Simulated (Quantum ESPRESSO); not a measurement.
WC (Qusongite): equation of state with LDA

The system is WC (Qusongite).

```
W C
1.0
     2.90650    0.00000    0.00000
    -1.45325    2.51710    0.00000
     0.00000    0.00000    2.83660
W C
1 1
Direct
  0.00000 0.00000 0.00000
  0.66667 0.33333 0.50000
```

```json
{
 "Program": "Quantum ESPRESSO 7.5",
 "Task": "equation of state",
 "Functional": "LDA",
 "Potentials or basis": "GBRV 1.5 LDA",
 "Cutoff": "762 eV",
 "Density cutoff": "6095 eV",
 "k mesh": "10 × 10 × 9",
 "Occupations": "fermi-dirac, width 0.05 eV",
 "Spin": "no spin polarisation",
 "Form of the LDA correlation": "PZ81",
 "Mixing beta": "0.5",
 "Most SCF iterations": "120",
 "SCF threshold": "4e-10 Ry"
}
```

```
Equilibrium volume                        : 10.16 Å³/atom
Bulk modulus at fixed shape and positions : 427 GPa
Pressure derivative of the bulk modulus   : 4.3
```

Energy against volume, from the lowest point:
```
volume (Å³/atom)  energy (meV/atom)
           9.754              23.25
           9.961               5.35
          10.169               0.00
          10.376               5.91
          10.584              21.90
          10.791              46.96
          10.999              80.20
```

All runs of the series together: 61 s on 2 threads of Arm Neoverse V2 (shared host).

Caveat: the cell was scaled at fixed shape and fractional positions, which overstates the stiffness of a crystal with free parameters, most of all of layers and chains. Spin-orbit coupling is left out, which matters for the levels of W.
